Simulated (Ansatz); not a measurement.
ZrB2:

```
CELL_PARAMETERS angstrom
3.17000 0.00000 0.00000
-1.58500 2.74530 0.00000
0.00000 0.00000 3.53300
ATOMIC_POSITIONS crystal
Zr 0.00000 0.00000 0.00000
B 0.66667 0.33333 0.50000
B 0.33333 0.66667 0.50000
```

- Program: Ansatz 0.2.0
- Task: relaxation of cell and atoms
- Functional: BLYP
- Dispersion: D4
- Potentials or basis: Ansatz PAW
- Cutoff: 420 eV (not typed: the program's choice for these potentials)
- k mesh: 10 × 10 × 8
- Occupations: fermi-dirac, width 0.05 eV
- Spin: no spin polarisation

At the start: volume 10.25 Å³/atom.

Question: How do energy, volume and symmetry change on relaxing?

Answer: It ends after 5 steps and the volume is 10.09 Å³/atom (-1.6 %); space group P6/mmm (No. 191, to 0.05 Å).

Step by step:
```
step  energy change (eV)  largest force (eV/Å)  volume (Å³)
   1              0.0000                0.0000        30.75
   2             -0.0066                0.0000        30.13
   3             -0.0070                0.0000        30.27
   4             -0.0071                0.0000        30.26
   5             -0.0065                0.0000        30.26
```

Final structure:
```
Zr B
1.0
     3.14870    0.00000    0.00000
    -1.57435    2.72686    0.00000
     0.00000    0.00000    3.52470
Zr B
1 2
Cartesian
  0.0000 0.0000 0.0000
  1.5744 0.9090 1.7623
  0.0000 1.8179 1.7623
```

Caveat: the plane-wave basis is chosen anew once the cell has moved, so the energies of steps on either side of that aren't comparable; the PAW data sets come from PBE, with cores solved anew for the run's functional, which leaves a small shift of forces and pressure.
